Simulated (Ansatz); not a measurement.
# CsBr: a single-point run

Aim: a sound single-point run of CsBr. The structure is shown as the input types it.

Method: density functional or hybrid calculation with the settings of its input, plane waves (as first typed), in Ansatz 0.2.0.

3 further runs of the same task are left out: 3 that didn't finish.

### Step 1. The system as given

It takes space group Pm-3m (No. 221, cubic). The conventional cell has a = 4.319 Å, b = 4.319 Å, c = 4.319 Å, α = 90.00°, β = 90.00°, γ = 90.00°. Cs (site symmetry m-3m) is surrounded by 8 Br at 3.74 Å. Around Br (site symmetry m-3m) lie 8 Cs at 3.74 Å.

The input asks for a charge of +2 e on the cell.

As a file:

```cif
data_structure
_symmetry_space_group_name_H-M 'Pm-3m'
_symmetry_Int_Tables_number 221
_cell_length_a 4.3194
_cell_length_b 4.3194
_cell_length_c 4.3194
_cell_angle_alpha 90.000
_cell_angle_beta 90.000
_cell_angle_gamma 90.000
_cell_volume 80.59
loop_
_atom_site_label
_atom_site_type_symbol
_atom_site_symmetry_multiplicity
_atom_site_Wyckoff_symbol
_atom_site_fract_x
_atom_site_fract_y
_atom_site_fract_z
_atom_site_occupancy
Cs1 Cs 1 a 0.00000 0.00000 0.00000 1
Br1 Br 1 b 0.50000 0.50000 0.50000 1
```

### Step 2. Running it

File input.yaml:

```yaml
crystal:
  lattice:
    - [4.31937797, 0.0, 0.0]
    - [0.0, 4.31937797, 0.0]
    - [0.0, 0.0, 4.31937797]
  atoms:
    - { symbol: Cs, position: [0.0, 0.0, 0.0] }
    - { symbol: Br, position: [0.5, 0.5, 0.5] }
kpoints:
  mp_grid: { grid: [4, 4, 4] }
hamiltonian:
  xc: pbe
scf:
  occupations: { method: fixed }
  n_extra_bands: 4
  max_iter: 95
output:
  forces: true
  stress: true
  eigenvalues: true
total_charge: 2
```

Launch:

```console
> ansatz run input.yaml --threads 4 --pin off --max-ram 3686MiB --backend cpu --events-out ev --progress --plain --runs-dir out
```

**Question.** How will this run end, and is anything wrong with its input?

This run ends as converged, with warnings (band overlap at count, metallic iterate, unresolved pair at count). Its log warns: «a fill by count may have filled part of one level: at k-index 6 the highest filled band, 0.107771 eV, and the lowest empty band, 0.107771 eV, stand 2.082e-16 eV apart ...»

The suspect setting: total_charge is 2. With this charge the calculation describes a differently charged system.

Run again and compare: delete total_charge (the default then holds).
